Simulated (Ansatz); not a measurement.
# MgO (Fm-3m) in Ansatz: reference runs

Reference runs on MgO: the cell as given and a disturbed copy.

All numbers are computed with Ansatz 0.2.0; they aren't measurements. Logs are shortened: lines on timing, memory, paths and dates and some standing lists are left out, and cuts for length are marked.

**Measured values to compare with.**

From “Electronic structure of alkaline earth and post-transition metal oxides”, 2009, arxiv:0908.1581, for a bulk crystal of MgO: band gap 7.83 eV.

The runs below are set against these values where they give the same quantity.

### Step 1. The crystal as given

The structure is cubic, space group Fm-3m (No. 225). The conventional cell has a = 4.194 Å, b = 4.194 Å, c = 4.194 Å, α = 90.00°, β = 90.00°, γ = 90.00°. Mg (site symmetry m-3m) has 6 O at 2.10 Å as nearest neighbours. Around O (site symmetry m-3m) lie 6 Mg at 2.10 Å.

The cell is a database's computed one.

### Step 2. Single point, PBE

Contents of input.yaml:

```yaml
crystal:
  lattice:
    - [0.0, 2.0970013927, 2.0970013927]
    - [2.0970013927, 0.0, 2.0970013927]
    - [2.0970013927, 2.0970013927, 0.0]
  atoms:
    - { symbol: Mg, position: [0.0, 0.0, 0.0] }
    - { symbol: O, position: [0.5, 0.5, 0.5] }
hamiltonian:
  xc: pbe
  pseudopotentials: { kind: paw }
kpoints:
  mp_grid: { grid: [11, 11, 11] }
scf:
  occupations: { method: fermi_dirac, width: 0.05 }
output:
  forces: true
  stress: true
  eigenvalues: true
  write_density: true
  write_potential: true
  elf: true
  volumetric_format: npy
```

Potentials or basis: Ansatz PAW.

Started as:

```bash
> ansatz run input.yaml --threads 1 --pin off --max-ram 2560MiB --backend cpu --events-out ev --progress --plain --runs-dir out
```

The program printed:

```text
Warning: RAYON_NUM_THREADS=1 ignored (pool sized by the plan → 1); use --threads N
Engine: ansatz 0.2.0, aarch64-unknown-linux-gnu
Pseudopotentials: kind: paw
Pseudopotential: Mg, paw, valence charge 10, recommended cutoff 420 eV (normal), Mg.paw.azcp
Pseudopotential: O, paw, valence charge 6, recommended cutoff 420 eV (normal), O.paw.azcp
Functional definition: PBE
  parameter kappa = 0.804
  parameter beta = 0.06672455060314922
  exchange = pbe_x(kappa = kappa, mu = beta*pi^2/3)
  correlation = pbe_c(beta = beta)
Crystal: 2 atoms, lattice volume = 18.443 Å³
Basis set: ecut = 420 eV, 339 PW (Γ), exchange–correlation on 40×40×40 points (8 copies of the dense FFT grid, shifted against one another)
Bands: 12, of which v1, the nominal top of the filled ones, is band 8 counted from 1 (7 counted from 0)
Symmetry: 48 space group operations
Space group: Fm-3m (ITA 225), of the structure as read, at distance tolerance 2.6e-5 Å
k-points: 56 of 1331
Non-local potential: Mg, projectors of the file, l = 0: 3, l = 1: 2, l = 2: 1
Non-local potential: O, projectors of the file, l = 0: 2, l = 1: 2, l = 2: 1
PAW form: soft (Blöchl's): semilocal exchange-correlation on the pseudo side does not see the compensation charge
PAW one-centre angular grid: Mg, 110 points (default); XC on 64 Gauss nodes
PAW one-centre angular grid: O, 110 points (default); XC on 64 Gauss nodes
Initial density: superposition of atomic densities (neutral atoms: chi_scale 0, normalization atom), corrected by the library's trained network
Initial wavefunctions: pseudopotential atomic-orbital guess
Functional: x = pbe(κ = 0.804, μ = 0.2195149727645171), c = pbe(β = 0.06672455060314922)
SCF iter   1: F=—  HF=-2494.122012 eV  |F-HF|=—  |Δ(HF+E_count)|=         —  Δρ=5.86e-4  dr2=8.71e-6  ethr=1.77e-3  ⟨swp⟩=5.6  Hψ=3838  notcnv=0
preconditioner: auto → none  [insulator: Δε(μ)=4.867 eV  Ē_g=18.688 eV  σ=0.050 eV  W_gap=1.00  n_scr=8 (ndim 8)  ℏωp=24.5 eV  f_vac=0.000  D(μ)=0.00/eV (n_scr^D=0)  ε∞_Penn≈2.7]
SCF iter   2: F=—  HF=-2494.122354 eV  |F-HF|=—  |Δ(HF+E_count)|=   3.42e-4  Δρ=4.08e-4  dr2=1.37e-5  ethr=5.44e-8  ⟨swp⟩=3.6  Hψ=1938  notcnv=0
SCF iter   3: F=—  HF=-2494.122376 eV  |F-HF|=—  |Δ(HF+E_count)|=   2.21e-5  Δρ=2.11e-4  dr2=3.12e-6  ethr=5.44e-8  ⟨swp⟩=2.7  Hψ=1094  notcnv=0
iter 4 did not close the SCF: its close was put off for the readings that it lacked (scf_convergence_deferred on its scf_iter line)
SCF iter   4: F=-2494.122391 eV  HF=-2494.122391 eV  |F-HF|=1.69e-8  |Δ(HF+E_count)|=   1.46e-5  Δρ=2.74e-5  dr2=4.65e-8  ethr=1.95e-8  ⟨swp⟩=2.1  Hψ=1038  notcnv=0
iter 5 did not close the SCF: its close was put off for the readings that it lacked (scf_convergence_deferred on its scf_iter line)
SCF iter   5: F=-2494.122391 eV  HF=-2494.122391 eV  |F-HF|=7.42e-9  |Δ(HF+E_count)|=   1.49e-8  Δρ=8.16e-6  dr2=6.23e-9  ethr=2.91e-10  ⟨swp⟩=2.4  Hψ=1069  notcnv=0
SCF iter   6: F=-2494.122391 eV  HF=-2494.122391 eV  |F-HF|=9.82e-10  |Δ(HF+E_count)|=   2.95e-9  Δρ=2.84e-6  dr2=6.62e-10  ethr=3.89e-11  ⟨swp⟩=4.7  Hψ=3317  notcnv=0
SCF 1 converged in 6 iterations: F = -2494.122391 eV  dr2 = 6.62e-10
SCF converged after 6 iterations
Free energy (F): -2494.122391 eV
Harris-Foulkes:  -2494.122391 eV  (|F-HF|=9.82e-10)
Internal energy: -2494.122391 eV  (E = F + TS)
E sigma→0 (E₀):  -2494.122391 eV
Fermi energy:    10.791491 eV
--- Per-component energies (eV) ---
  E_band       = -289.824715
  E_kinetic    = 256.228109
  E_local      = -1594.291202  (includes V_loc(G=0)·N_el)
  E_nonlocal   = 142.843505
  E_hartree    = 551.485676
  E_xc         = -105.411153
  E_vxc        = -135.097025  (∫ρ·V_xc dr)
  E_paw        = -450.061189  (= ΣΔE_a)
  E_vpaw       = -62.481081  (= ΣTr[D̂ρ^β])
  E_aug_tail   = 0.002518  (compensation charges beyond the density's cutoff)
  E_ewald      = -1294.918655
  E_smearing   = -0.000000  (= −TS)
  E_closure    = 0.000000  (closes the sum)
  Σ components = -2494.122391   (vs F -2494.122391, Δ=0.00e0)
--- Forces (eV/Å), atoms counted from 1 ---
  atom   1  Mg    -0.00000000     0.00000000     0.00000000
  atom   2  O      0.00000000    -0.00000000    -0.00000000
  max |Σ_I F_I| component: 2.57e-29 eV/Å
--- Stress (GPa, compression-positive) ---
        6.907522       0.000000       0.000000
        0.000000       6.907522      -0.000000
        0.000000       0.000000       6.907522
  P = ⅓ Tr σ = 6.9075 GPa (69.075 kbar)
--- Band table (eV; the first three rows and the last of 56) ---
  k-point 0: bands = ["-63.9555", "-30.6748", "-30.6748", "-30.6748", "-9.0220", "8.2960", "8.2960", "8.2960", "13.1654", "24.1918", "24.1918", "24.1918"]
  k-point 1: bands = ["-63.9547", "-30.6821", "-30.6755", "-30.6755", "-8.9294", "7.7456", "8.2390", "8.2390", "13.6950", "23.0919", "24.3956", "24.3956"]
  k-point 2: bands = ["-63.9528", "-30.7017", "-30.6774", "-30.6774", "-8.6707", "6.5696", "8.0896", "8.0896", "14.7693", "21.6442", "24.8524", "24.8524"]
  k-point 55: bands = ["-63.9433", "-30.7309", "-30.7275", "-30.7046", "-7.3919", "5.1787", "5.3886", "6.6519", "19.6291", "20.3185", "20.6405", "24.2964"]
```

Run time: 1 s. Hardware: 1 thread of Arm Neoverse V2, shared host; peak memory 0.25 GiB.

Results:

| Quantity | Value |
| --- | --- |
| Free energy | -2494.1224 eV |
| Pressure | 6.9 GPa |
| Band gap on the k mesh | 4.87 eV, direct |

Caveat: odd divisions of the mesh miss points on the zone boundary, where band edges often lie, so the gap on the mesh can be too wide; the pressure holds a Pulay correction of +0.6 GPa for the finite cutoff.

### Step 3. Single point, PBE (atoms moved at random, drawn with an rms of 0.05 Å)

input.yaml: that of step 2 with these lines changed.

```diff
@@ -6,4 +6,4 @@
   atoms:
-    - { symbol: Mg, position: [0.0, 0.0, 0.0] }
-    - { symbol: O, position: [0.5, 0.5, 0.5] }
+    - { symbol: Mg, position: [-0.016445, 0.020507, -0.015817] }
+    - { symbol: O, position: [0.502252, 0.496979, 0.506906] }
 hamiltonian:
```

Potentials or basis: Ansatz PAW.

Started as:

```bash
> ansatz run input.yaml --threads 1 --pin off --max-ram 2560MiB --backend cpu --events-out ev --progress --plain --runs-dir out
```

Wall time 15 s (1 thread of Arm Neoverse V2, shared host); peak memory 0.43 GiB.

The run converged. Its results:

```yaml
Free_energy: -2494.0996 eV
Pressure: 7.7 GPa
Largest_force: 0.533 eV/Å
Band_gap_on_the_k_mesh: 4.87 eV, direct
```

Forces on the atoms (eV/Å):
```
Mg  -0.009  0.530 -0.057
O    0.009 -0.530  0.057
```

Stress tensor (GPa, compression positive):
```
6.70 0.01 0.00
0.01 9.60 0.06
0.00 0.06 6.74
```

Levels at points of the mesh, in eV from the valence-band top:
```
           k point  band 5  band 6  band 7  band 8  band 9  band 10  band 11  band 12
(0.00, 0.00, 0.00)  -17.31   -0.01    0.00    0.00    4.87    15.92    15.93    15.94
```

Caveat: odd divisions of the mesh miss points on the zone boundary, where band edges often lie, so the gap on the mesh can be too wide; the pressure holds a Pulay correction of +0.6 GPa for the finite cutoff.

### Step 4. How close it comes

Step 2. A measured gap of MgO is 7.83 eV (quoted in “Electronic structure of alkaline earth and post-transition metal oxides”, 2009, arxiv:0908.1581); the calculated 4.87 eV misses it by -2.96 eV. The value is that of PBE, without temperature or zero-point motion. Semilocal functionals fall short of measured gaps as a rule. The cell is a database's relaxed one, not the measured one, which moves gaps too.
